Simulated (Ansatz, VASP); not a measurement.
AlCu: VASP beside Ansatz

```xyz
2
Lattice="2.9975 0.0000 0.0000 0.0000 2.9975 0.0000 0.0000 0.0000 2.9975" Properties=species:S:1:pos:R:3 pbc="T T T"
Al    0.0000    0.0000    0.0000
Cu    1.4988    1.4988    1.4988
```

The cell comes from a database or a generator and needn't be the stable form of this composition.

Alike in both runs: task single point; functional r2SCAN; k mesh 16 × 16 × 16; occupations gaussian, width 0.15 eV; no spin polarisation.

|  | VASP | Ansatz |
| --- | --- | --- |
| version | VASP 6.6.1 | Ansatz 0.2.0 |
| potentials or method | VASP PAW PBE potentials, release 64 (Al, Cu) | scalar-relativistic, plane waves, PAW |
| plane-wave cutoff (eV) | 520 | 500 |
| valence electrons in the cell | 14 | 22 |

|  | VASP | Ansatz | Ansatz less VASP |
| --- | --- | --- | --- |
| gap on the k mesh at the Fermi level (eV) | none | none | - |
| pressure (GPa) | -4.9 | -4.9 | -0.04 |

A gap of «none» marks a metal or a gap that the smearing closes. The functional is the same, so the differences come from potentials, cutoffs and numerics. The two sets of potentials don't hold the same shells in valence.

Caveats: the PAW data sets were made with another functional, which shifts forces and pressure a little (VASP).
